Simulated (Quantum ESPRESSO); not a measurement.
Pb, 2 atoms in the cell. Symmetry: C2/m, No. 12, monoclinic system. The conventional cell has a = 6.077 Å, b = 3.501 Å, c = 6.452 Å, α = 90.00°, β = 109.14°, γ = 90.00°. Pb (site symmetry m) has 10 Pb at 3.34 to 3.51 Å as nearest neighbours. This isn't the form of Pb at room conditions, which is fcc.

```yaml
Program: Quantum ESPRESSO 7.5
Task: single point
Functional: PBEsol
Potentials_or_basis: GBRV 1.5 PBEsol
Cutoff: 612 eV
Density_cutoff: 4898 eV
k_mesh: 9 × 9 × 5
Occupations: fermi-dirac, width 0.05 eV
Spin: no spin polarisation
Mixing_beta: 0.5
Most_SCF_iterations: 120
SCF_threshold: 4e-10 Ry
```

Potentials or basis: GBRV 1.5 PBEsol.

The run is started by

```sh
$ OMP_NUM_THREADS=1 mpirun -n 2 pw.x -nk 2 -in pw.in > pw.out
$ OMP_NUM_THREADS=1 mpirun -n 1 pp.x -in pp_density.in > pp_density.out
$ OMP_NUM_THREADS=1 mpirun -n 1 pp.x -in pp_potential.in > pp_potential.out
```

Hardware: 2 MPI ranks on Intel(R) Xeon(R) Platinum 8259CL CPU @ 2.50GHz (Skylake/Cascade Lake), on a shared host.

Q: How long does it take, and how much memory?

A: Run time: 57 s on 2 MPI ranks on Intel(R) Xeon(R) Platinum 8259CL CPU @ 2.50GHz (Skylake/Cascade Lake) (shared host), peak memory 0.36 GiB a rank. Counts: scf iterations 9, k pools 2, bands 21, k points 115, g dense 50365.
